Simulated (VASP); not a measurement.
**GaSb in VASP 6.6.1, single-point calculation**

INCAR

```
NBANDS = 16
SIGMA = 0.02
PREC = Accurate
ISMEAR = -1
ENCUT = 520
IBRION = -1
EDIFF = 1E-7
LREAL = .FALSE.
ISIF = 2
LASPH = .FALSE.
LWAVE = .FALSE.
METAGGA = MS2
NELM = 120
ISYM = -1
LCHARG = .FALSE.
NSW = 0
```

KPOINTS

```
KPOINTS created by Atomic Simulation Environment
0
Gamma
4 4 4
0 0 0
```

POSCAR

```
Ga Sb
 1.0000000000000000
     0.0000000000000000    3.0658848221000001    3.1802423260000001
     3.0658848221000001    0.0000000000000000    3.1802423260000001
     3.0658848221000001    3.0658848221000001    0.0000000000000000
 Ga  Sb
   1   1
Cartesian
  0.0000000000000000  0.0000000000000000  0.0000000000000000
  1.5329424110500001  1.5329424110500001  1.5901211629999998
```

The recommended PBE PAW datasets give the neutral cell 18 valence electrons.

Command

```
mpirun -np 1 vasp_std
```

OSZICAR

```
N       E                     dE             d eps       ncg     rms          rms(c)
DAV:   1     0.739876390182E+02    0.73988E+02   -0.79400E+03  2088   0.128E+03
DAV:   2    -0.524316708499E+01   -0.79231E+02   -0.76038E+02  2344   0.279E+02
DAV:   3    -0.109038420707E+02   -0.56607E+01   -0.56282E+01  2504   0.610E+01
DAV:   4    -0.109958400948E+02   -0.91998E-01   -0.91985E-01  2528   0.880E+00
DAV:   5    -0.109976824283E+02   -0.18423E-02   -0.18423E-02  2592   0.115E+00    0.548E+00
DAV:   6    -0.460631063403E+01    0.63914E+01   -0.39951E+00  2096   0.252E+01    0.235E+00
DAV:   7    -0.458878457529E+01    0.17526E-01   -0.14847E-01  2840   0.571E+00    0.123E+00
DAV:   8    -0.461897637623E+01   -0.30192E-01   -0.47390E-02  2104   0.224E+00    0.232E-01
DAV:   9    -0.462480365733E+01   -0.58273E-02   -0.13593E-02  2752   0.152E+00    0.601E-02
DAV:  10    -0.462479714684E+01    0.65105E-05   -0.89916E-04  2352   0.294E-01    0.272E-02
DAV:  11    -0.462497781090E+01   -0.18066E-03   -0.17163E-04  2688   0.121E-01    0.235E-02
DAV:  12    -0.462476881449E+01    0.20900E-03   -0.22737E-05  2416   0.346E-02    0.459E-03
DAV:  13    -0.462482082407E+01   -0.52010E-04   -0.36491E-06  3136   0.185E-02    0.510E-03
DAV:  14    -0.462481876692E+01    0.20572E-05   -0.83674E-07  2584   0.109E-02    0.108E-03
DAV:  15    -0.462481152070E+01    0.72462E-05   -0.11365E-07  2064   0.481E-03    0.358E-04
DAV:  16    -0.462481260889E+01   -0.10882E-05   -0.16565E-08  1576   0.149E-03    0.163E-04
DAV:  17    -0.462481436107E+01   -0.17522E-05   -0.42891E-09  1464   0.628E-04    0.357E-05
DAV:  18    -0.462481387398E+01    0.48710E-06   -0.94262E-10  1296   0.305E-04    0.626E-05
DAV:  19    -0.462481391676E+01   -0.42784E-07   -0.36234E-10  1288   0.160E-04
   1 F= -.46248139E+01 E0= -.46242530E+01  d E =-.112190E-02
```

Standard output (part)

```
POSCAR found type information on POSCAR GaSb
 POSCAR found :  2 types and       2 ions
 LDA part: xc-table for (None), standard interpolation
 POSCAR, INCAR and KPOINTS ok, starting setup
 WAVECAR not read
 entering main loop
```

From OUTCAR

```
k-points           NKPTS =     64   k-points in BZ     NKDIM =     64   number of bands    NBANDS=     16

   NELECT =      18.0000    total number of electrons

   dimension x,y,z NGX =    36 NGY =   36 NGZ =   32
   dimension x,y,z NGXF=    72 NGYF=   72 NGZF=   64

  energy-cutoff  :      520.00
  volume of cell :       59.79
      direct lattice vectors                 reciprocal lattice vectors
     0.000000000  3.065884822  3.180242326    -0.163085057  0.163085057  0.157220724
     3.065884822  0.000000000  3.180242326     0.163085057 -0.163085057  0.157220724
     3.065884822  3.065884822  0.000000000     0.163085057  0.163085057 -0.157220724

 k-points in reciprocal lattice and weights: KPOINTS created by Atomic Simulation Env
   0.00000000  0.00000000  0.00000000       0.016
   0.25000000  0.00000000  0.00000000       0.016
   0.50000000  0.00000000  0.00000000       0.016
  -0.25000000 -0.00000000  0.00000000       0.016
   0.00000000  0.25000000  0.00000000       0.016
   0.25000000  0.25000000  0.00000000       0.016
   0.50000000  0.25000000  0.00000000       0.016
  -0.25000000  0.25000000  0.00000000       0.016
   ...

 E-fermi :   4.3810

 k-point     1 :       0.0000    0.0000    0.0000
  band No.  band energies     occupation
      1     -10.6641      2.00000
      2     -10.6574      2.00000
      3     -10.6560      2.00000
      4     -10.6238      2.00000
      5     -10.6165      2.00000
      6      -6.9033      2.00000
      7       4.1510      1.99998
      8       4.3472      1.68788
      9       4.3746      1.15674
     10       4.3747      1.15540
     11       7.1570      0.00000
     12       7.1576      0.00000
     13       7.2696      0.00000
     14      10.0207      0.00000
     15      12.5812      0.00000
     16      13.2090      0.00000

 k-point     2 :       0.2500    0.0000    0.0000
  band No.  band energies     occupation
      1     -10.6723      2.00000
      2     -10.6564      2.00000
      3     -10.6511      2.00000
      4     -10.6242      2.00000
      5     -10.6163      2.00000
      6      -6.3047      2.00000
      7       0.3854      2.00000
      8       3.5322      2.00000
      9       3.7520      2.00000
     10       5.1727      0.00000
     11       7.9978      0.00000
     12       8.0425      0.00000
     13       9.4358      0.00000
     14      11.4083      0.00000
     15      11.8936      0.00000
     16      11.9795      0.00000

 k-point     3 :       0.5000    0.0000    0.0000
  band No.  band energies     occupation
      1     -10.6841      2.00000
      2     -10.6525      2.00000
      3     -10.6475      2.00000
      4     -10.6233      2.00000
      5     -10.6151      2.00000
      6      -5.3275      2.00000
      7      -1.8857      2.00000
      8       3.0697      2.00000
      9       3.3469      2.00000
     10       4.7631      0.00000
     11       8.0664      0.00000
     12       8.2381      0.00000
     13      10.7640      0.00000
     14      13.4098      0.00000
     15      14.0468      0.00000
     16      14.2242      0.00000

 ...

  Total       -0.5082980     -0.5082979     -1.0828258      0.0149262      0.0152398      0.0152397
  in kB      -13.6215672    -13.6215659    -29.0179892      0.3999991      0.4084026      0.4084007
  external PRESSURE =     -18.7537074 kB  Pullay stress =       0.0000000 kB

 POSITION                                       TOTAL-FORCE (eV/Angst)
 -----------------------------------------------------------------------------------
      0.00000      0.00000      0.00000         0.007924      0.007924      0.015919
      1.53294      1.53294      1.59012        -0.007924     -0.007924     -0.015919
 -----------------------------------------------------------------------------------
    total drift:                                0.011958      0.011958      0.029660

  FREE ENERGIE OF THE ION-ELECTRON SYSTEM (eV)
  ---------------------------------------------------
  free  energy   TOTEN  =        -4.6248139168 eV

  energy  without entropy=       -4.6236920171  energy(sigma->0) =       -4.62425297
```

It converged. Results: gap between bands v and c on the k mesh 0.00 eV; least direct gap on the k mesh 0.00 eV; pressure -1.9 GPa; largest force 0.02 eV/Å. Band v is the last that the valence electrons fill when counted band by band, and c is the next.

For comparison, a separate PBE run of the intended cell, on usual settings and not on those above, gives a gap of 0.00 eV on its mesh and a pressure of 0.2 GPa.

The run above took about 3.9 min on one core of a shared host (Intel Xeon Platinum 8488C) and held 0.24 GiB at most.
